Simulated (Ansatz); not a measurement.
Wanted: the native input for an Ansatz 0.2.0 run.

```
Task                : single point
Functional          : PBE
Potentials or basis : all-electron LAPW, scalar-relativistic
Cutoff              : 204 eV (chosen from the basis error)
Basis error allowed : 0.004 eV/atom
k mesh              : 4 × 4 × 4
Occupations         : fermi-dirac, width 0.06 eV
Spin                : no spin polarisation
```

Crystal: InP.

```
In P
1.0
     0.00000    2.93050    2.93050
     2.93050    0.00000    2.93050
     2.93050    2.93050    0.00000
In P
1 1
Direct
  0.00000 0.00000 0.00000
  0.75000 0.75000 0.75000
```

The input as run:

input.yaml

```yaml
crystal:
  lattice:
    - [0.0, 2.9305, 2.9305]
    - [2.9305, 0.0, 2.9305]
    - [2.9305, 2.9305, 0.0]
  atoms:
    - { symbol: In, position: [0.0, 0.0, 0.0] }
    - { symbol: P, position: [0.75, 0.75, 0.75] }
kpoints:
  mp_grid: { grid: [4, 4, 4] }
scf:
  occupations: { method: fermi_dirac, width: 0.06 }
hamiltonian:
  xc: pbe
  pseudopotentials: { kind: all_electron, lapw: { basis_error: 0.004 } }
output:
  forces: true
  stress: true
  eigenvalues: true
```

Potentials or basis: all-electron LAPW, scalar-relativistic.

Command:

```sh
$ ansatz run input.yaml --threads 1 --pin off --max-ram 3072MiB --backend cpu --events-out ev --progress --plain --runs-dir out
```

It gave:

```yaml
Pressure: 3.5 GPa
Band_gap_on_the_k_mesh: 0.70 eV, direct
```

Caveat: the k mesh is coarse (spacing up to 0.46 Å⁻¹), so the values aren't converged; spin-orbit coupling is left out, which moves the levels of the heavy elements.

It took 2.7 s on 1 thread of Arm Neoverse V1 (shared host), peak memory 0.21 GiB.
